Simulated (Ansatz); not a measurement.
Wanted: the native input for an Ansatz 0.2.0 run.

```
Task                : single point
Functional          : PBE
Potentials or basis : all-electron LAPW, scalar-relativistic
Cutoff              : 449 eV (chosen from the basis error)
Basis error allowed : 0.001 eV/atom
k mesh              : 13 × 13 × 13
Occupations         : gaussian, width 0.029 eV
Spin                : no spin polarisation
```

C:

```
C
1.0
     0.00000    1.78337    1.78337
     1.78337    0.00000    1.78337
     1.78337    1.78337    0.00000
C
2
Direct
  0.75000 0.75000 0.75000
  0.50000 0.50000 0.50000
```

This isn't the form of C at room conditions, which is graphite.

One way to write it, as run:

input.yaml

```yaml
crystal:
  lattice:
    - [0.0, 1.78337, 1.78337]
    - [1.78337, 0.0, 1.78337]
    - [1.78337, 1.78337, 0.0]
  atoms:
    - { symbol: C, position: [0.75, 0.75, 0.75] }
    - { symbol: C, position: [0.5, 0.5, 0.5] }
kpoints:
  mp_grid: { grid: [13, 13, 13] }
scf:
  occupations: { method: gaussian, width: 0.029 }
hamiltonian:
  xc: pbe
  pseudopotentials: { kind: all_electron, lapw: { basis_error: 0.001 } }
output:
  forces: true
  stress: true
  eigenvalues: true
```

Potentials or basis: all-electron LAPW, scalar-relativistic.

The run is started by

```bash
$ ansatz run input.yaml --threads 1 --pin off --max-ram 3072MiB --backend cpu --events-out ev --progress --plain --runs-dir out
```

Results of the run:

```json
{
 "Pressure": "1.8 GPa",
 "Band gap on the k mesh": "4.15 eV, indirect (least direct gap 5.60 eV)"
}
```

Caveat: an odd mesh through Γ misses points on the zone boundary, where band edges often lie.

Run time: 5.2 s on 1 thread of Arm Neoverse V1, with other jobs on the host, peak memory 0.24 GiB.
